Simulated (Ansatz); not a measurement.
Ru: estimating a missing relative

Method: Ansatz, DFT PBEsol, scalar-relativistic, plane waves, PAW. Run with 420 eV cutoff, 18×18×10 k-mesh, Gaussian smearing of 0.10 eV, no spin polarisation.

Reference structure (relaxed):

Space group P6_3/mmc (No. 194). a = 2.689 Å, b = 2.689 Å, c = 4.252 Å, α = 90.00°, β = 90.00°, γ = 120.00°
| atom | site | symmetry | x | y | z |
| --- | --- | --- | --- | --- | --- |
| Ru | 2c | -6m2 | 0.3333 | 0.6667 | 0.2500 |

The Ru site (2 of 2 atoms in the primitive cell) was filled with other elements, and cell and atoms were relaxed; all kept the space group, which the relaxation cannot lower (axis ratios that it leaves free still change). L is the cube root of the primitive cell's volume, r the tabulated covalent radius (Cordero; sp³ for C, low spin for Mn, Fe and Co). The settings named are the parent's; mesh and smearing follow each cell.

Spin-orbit coupling is left out, which matters for the bands and energies of heavy elements.

```
element r (Å) V (Å³/atom) L (Å) gap (eV)  ΔH_f (eV/atom)
     Fe   1.32         9.81  2.697     metal          -0.027
     Os   1.44        13.89  3.029     metal           0.003
     Ru   1.46        13.32  2.986     metal           0.003
     Mo   1.54        15.62  3.149     metal           0.452
     Ti   1.60        16.72  3.222     metal           0.000
     Zr   1.75        22.47  3.555     metal           0.000
```

Energies of formation count from the elements' standard states in the same functional (gases as molecules, bromine and mercury as crystals, carbon as graphite, phosphorus as black phosphorus), at zero temperature and without zero-point motion.

Problem. Estimate the volume per atom with Hf (r = 1.75 Å) from a straight line of L against r. How good is the estimate?

Solution. Least squares gives L = 0.220 + 1.901 r (Å), with an rms miss of 0.036 Å, so L = 3.547 Å and V = L³/2 = 22.31 Å³/atom. The calculation gives 21.61 Å³/atom: the estimate is off by +3.3 % (0.038 Å in L), more than the line's rms miss. One radius scale serves well here. Hf shares its group with Ti, Zr, so it has as many valence electrons, though the shells beneath differ.

Problem. And its gap and formation energy?

Solution. Hf is a metal, with ΔH_f = -0.001 eV/atom, within the range of this series. That is zero within the method's error.